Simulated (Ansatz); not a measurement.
Zinc-blende AlSb, treated with r²SCAN in Ansatz (plane waves, PAW).

Numerical settings: plane-wave cutoff 560 eV, 10×10×10 k mesh, Fermi–Dirac smearing 0.01 eV, scalar-relativistic PAW data made under PBE.

Pressure at four volumes; x = ln(V/29.464 Å³). One pressure is withheld.

```csv
V (Å³/atom),x,P (GPa)
27.696,-0.0619,3.94
29.464,0.0000,0.00
30.642,0.0392,-2.00
31.232,0.0583,?
```

Pass a parabola P(x) through the three rows shown, estimate the bulk modulus and its pressure derivative near zero pressure, and predict the withheld pressure.

Slopes between the rows: (0.00 − (3.94))/(0.0000 − (-0.0619)) = -63.65 and (-2.00 − (0.00))/(0.0392 − (0.0000)) = -51.02 GPa. Their difference over the span 0.1011 is c = 12.63/0.1011 = 124.9 GPa, so P(x) = 3.94 + (-63.65)(x − (-0.0619)) + 124.9 (x − (-0.0619))(x − (0.0000)). At the middle row B = −dP/dx = −[-63.65 + 124.9 × 0.0619] = 55.9 GPa, and B′ = dB/dP = 2c/B = 4.5. At x = 0.0583 the parabola gives -2.84 GPa; the run gives -2.85 GPa. The Birch–Murnaghan fit to the energies at all volumes has B0 = 55.7 GPa and B′ = 4.4.

Measured, for comparison: bulk modulus 58.2 GPa (temperature not stated, not corrected to a static lattice; as tabulated in Toher et al. (2017), arXiv:1611.05714). Computed less measured: bulk modulus -4.3 %.

Spin–orbit coupling is not included.

Ansatz is an electronic-structure program.
